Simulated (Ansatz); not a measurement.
## How KI answers to pressure

```xyz
2
Lattice="0.0000 3.5246 3.5246 3.5246 0.0000 3.5246 3.5246 3.5246 0.0000" Properties=species:S:1:pos:R:3 pbc="T T T"
K     0.0000    0.0000    0.0000
I     3.5246    3.5246    3.5246
```

The conventional cell has a = 7.049 Å, b = 7.049 Å, c = 7.049 Å, α = 90.00°, β = 90.00°, γ = 90.00°. Around K (atom 1) lie 6 I at 3.52 Å. Around I (atom 2) lie 6 K at 3.52 Å.

The cell is COD entry 9009735, as deposited and not checked against the literature; nothing was relaxed.

Spin–orbit coupling is left out, though it moves levels of the heavy atoms by tenths of an eV or more.

Theory: DFT, PBEsol, all-electron LAPW, scalar-relativistic (Ansatz 0.2.0).

Settings: a Γ-centred 8×8×8 k mesh, Fermi–Dirac smearing of 0.01 eV, basis error target 1 meV/atom, no spin polarisation.

The cell is scaled evenly with fractional coordinates held. Semilocal gaps are too small, but their slopes carry over better.

| V/V(cell) | P (GPa) | gap on the k mesh (eV) |
| --- | --- | --- |
| 0.9600 | 0.30 | 3.922 |
| 0.9800 | 0.03 | 3.876 |
| 0.9900 | -0.09 | 3.854 |
| 1.0000 | -0.21 | 3.832 |
| 1.0100 | -0.32 | 3.811 |
| 1.0200 | -0.42 | 3.791 |
| 1.0400 | -0.60 | 3.751 |
| 1.0600 | -0.77 | 3.714 |

Q: From the rows at 0.9900 and 1.0100, what is the bulk modulus at the cell's volume?

A: B = −ΔP/Δln V = −[(-0.32) − (-0.09)]/0.02000 = 11.5 GPa.

Q: What are the gap's volume deformation potential and pressure coefficient?

A: dEg/dln V = (3.811 − 3.854)/0.02000 = -2.15 eV, and dEg/dP = −(dEg/dln V)/B = 187 meV/GPa: pressure widens the gap.

Q: Predict the row at V/V(cell) = 0.9400. How far is a linear estimate of P off?

A: P = 0.60 GPa, gap 3.971 eV. The linear estimate P(cell) − B ln(V/V(cell)) = 0.50 GPa misses by 0.10 GPa, since the modulus grows under compression.
